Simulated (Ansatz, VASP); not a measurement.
**KF: VASP beside Ansatz**

File INCAR:

```
SYSTEM = KF
ALGO     = Normal         ! electronic algorithm
EDIFF    = 1E-6           ! SCF threshold, eV
ENCUT    = 520            ! plane-wave cutoff, eV
GGA      = PE             ! functional
ISIF     = 2              ! what is computed and relaxed
ISMEAR   = 0              ! smearing method
LASPH    = .TRUE.         ! aspherical terms in the spheres
LCHARG   = .TRUE.         ! write CHGCAR
LELF     = .TRUE.         ! ELF
LREAL    = .FALSE.        ! projectors in reciprocal space
LVHAR    = .TRUE.       
LWAVE    = .FALSE.        ! write WAVECAR
NBANDS   = 24             ! bands
NELM     = 100            ! most SCF steps
PREC     = Accurate       ! precision mode
SIGMA    = 0.01           ! smearing width, eV
```

File KPOINTS:

```
k-points
0
G
  6 6 4
  0 0 0
```

POSCAR

```
KF
1.0
    4.4847157331      0.0000000000      0.0000000000
   -2.2423578666      3.8838777536      0.0000000000
    0.0000000000      0.0000000000      5.2716949952
K F
2 2
Direct
    0.3333333333      0.6666666667      0.2500000000
    0.6666666667      0.3333333333      0.7500000000
    0.6666666667      0.3333333333      0.2500000000
    0.3333333333      0.6666666667      0.7500000000
```

Input for Ansatz:

```yaml
crystal:
  lattice:
    - [4.4847157331, 0.0, 0.0]
    - [-2.2423578666, 3.8838777536, 0.0]
    - [0.0, 0.0, 5.2716949952]
  atoms:
    - { symbol: K, position: [0.3333333333, 0.6666666667, 0.25] }
    - { symbol: K, position: [0.6666666667, 0.3333333333, 0.75] }
    - { symbol: F, position: [0.6666666667, 0.3333333333, 0.25] }
    - { symbol: F, position: [0.3333333333, 0.6666666667, 0.75] }
kpoints:
  mp_grid: { grid: [6, 6, 4] }
hamiltonian:
  xc: pbe
scf:
  occupations: { method: fixed }
output:
  optics: { e_range: [0, 21], de: 0.05, sigma: 0.1, bands: auto }
```

Alike in both runs: task single point; functional PBE; k mesh 6 × 6 × 4; no spin polarisation.

```csv
,VASP,Ansatz
version,VASP 6.6.1,Ansatz 0.2.0
potentials or method,"VASP PAW PBE potentials, release 64 (K_sv, F)","plane waves, PAW"
plane-wave cutoff (eV),520,420
occupations,"gaussian, width 0.01 eV",fixed
valence electrons in the cell,32,32
```

Ansatz gave:

| Property | Result |
| --- | --- |
| gap on the k mesh at the Fermi level (eV) | 5.38 |

**Question.** Estimate VASP's values.

**Answer.** gap on the k mesh at the Fermi level (eV): 5.37.

A k mesh can miss the band edges. A hybrid or GW would open this gap; PBE tends to underestimate it.
